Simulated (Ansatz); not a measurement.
Li2O in Ansatz: the effect of functional

Crystal: Li2O.

```
O Li
1.0
     0.00000    2.32685    2.32685
     2.32685    0.00000    2.32685
     2.32685    2.32685    0.00000
O Li
1 2
Direct
  0.00000 0.00000 0.00000
  0.25000 0.25000 0.25000
  0.75000 0.75000 0.75000
```

The cell comes from a database or a generator and needn't be the stable form of this composition.

Alike in all runs:

- Program: Ansatz 0.2.0
- Task: band structure
- Potentials or basis: Ansatz PAW
- k mesh: 10 × 10 × 10
- Occupations: fermi-dirac, width 0.05 eV
- Spin: no spin polarisation

**Question.** One run gave: gap on the mesh 4.77 eV; pressure -8.0 GPa. Which functional did it use?
A. LDA
B. r2SCAN
C. PBE
D. PBEsol

**Answer.** A.

```tsv
functional	cutoff	gap on the mesh (eV)	pressure (GPa)
PBEsol	420 eV (not typed: the program's choice for these potentials)	4.79	-3.6
LDA	420 eV (not typed: the program's choice for these potentials)	4.77	-8.0
r2SCAN	500 eV (not typed: the program's choice for these potentials)	5.65	-4.1
PBE	420 eV (not typed: the program's choice for these potentials)	4.95	-1.4
```

Caveats: the PAW data sets come from PBE, with cores solved anew for the run's functional, which leaves a small shift of forces and pressure (some runs).

